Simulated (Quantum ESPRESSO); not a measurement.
MoS2 under changes of volume

One of the cells (31.721 Å³/atom); the others are scaled copies at fixed shape and fractional positions:

```
Mo S
1.0
     3.18454    0.00000    0.00000
    -1.59227    2.75789    0.00000
     0.00000    0.00000   21.67053
Mo S
2 4
Direct
  0.33333 0.66667 0.85116
  0.66667 0.33333 0.14884
  0.66667 0.33333 0.77963
  0.33333 0.66667 0.07725
  0.66667 0.33333 0.92275
  0.33333 0.66667 0.22037
```

- Program: Quantum ESPRESSO 7.5
- Functional: PBEsol
- Potentials or basis: GBRV 1.5 PBEsol
- Cutoff: 612 eV
- Density cutoff: 4898 eV
- k mesh: 10 × 10 × 2
- Occupations: fermi-dirac, width 0.05 eV
- Spin: no spin polarisation

| volume (Å³/atom) | energy over the lowest point (meV/atom) | gap on the mesh (eV) |
| --- | --- | --- |
| 29.817 | 13.20 | 1.47 |
| 30.452 | 2.67 | 1.44 |
| 31.086 | 0.00 | 1.41 |
| 31.721 | 4.34 | 1.38 |
| 32.355 | ? | ? |
| 32.990 | 31.26 | 1.32 |
| 33.624 | 52.60 | 1.29 |

What does the run at 32.355 Å³/atom give?

Energy over the lowest point 14.98 meV/atom; gap on the mesh 1.35 eV.

Worked out: A Birch-Murnaghan fit of order 3 (a polynomial in V^(-2/3)) to the other rows has its minimum at 31.00 Å³/atom with B0 = V·E''(V) = 88 GPa and B' = 4.3 at fixed shape and positions, which overstates the stiffness. It gives 14.97 meV/atom at 32.355 Å³/atom, against the run's 14.98. A straight line through the other rows of the gap, of slope -1.5 eV per unit of ln V, gives 1.35 eV, against the run's 1.35.

Energies are extrapolated to zero smearing.

A mesh can miss the band edges. Spin-orbit coupling on Mo is left out.
